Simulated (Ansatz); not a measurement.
## Structures of Al2Au: which is lowest?

Plane-wave DFT in Ansatz with scalar-relativistic PAW potentials, cutoff 420 eV, Γ-centred meshes chosen by cell and gap, Gaussian smearing with energies taken to zero width. Every cell was relaxed (cell and atoms) in a run of its own, within the symmetry of its start. Functional: PBE.

Relaxed structures (starts from databases or built by putting these elements on another compound's sites):
A. Fm-3m, 3 atoms in the computed cell, a = 6.062 Å; sites (symmetry × multiplicity) Al -43m × 8, Au m-3m × 4; start: database
B. P6/mmm, 3 atoms in the computed cell, a = 4.690 Å, c = 2.832 Å; sites (symmetry × multiplicity) Al -6m2 × 2, Au 6/mmm × 1; start: built

Q: Rank them by energy. Could pressure change the order?

A:
| structure | group | E − E(lowest) (meV/atom) | V (Å³/atom) | gap on mesh (eV) |
| --- | --- | --- | --- | --- |
| A | Fm-3m | 0.0 | 18.56 | 0.00 |
| B | P6/mmm | 550 | 17.98 | 0.00 |

A is lowest, 550 meV/atom under B. B is denser by 0.58 Å³/atom, so pressure favours it: ΔE/ΔV, with ΔE in eV and 1 eV/Å³ = 160.2 GPa, gives about 151 GPa for equal enthalpy if both cells were rigid; at such pressures compression changes ΔV much, so this is a scale only. Other structures may lie lower than all of these, and vibrations aren't counted.

Spin-orbit coupling is left out, which matters for the bands of heavy elements.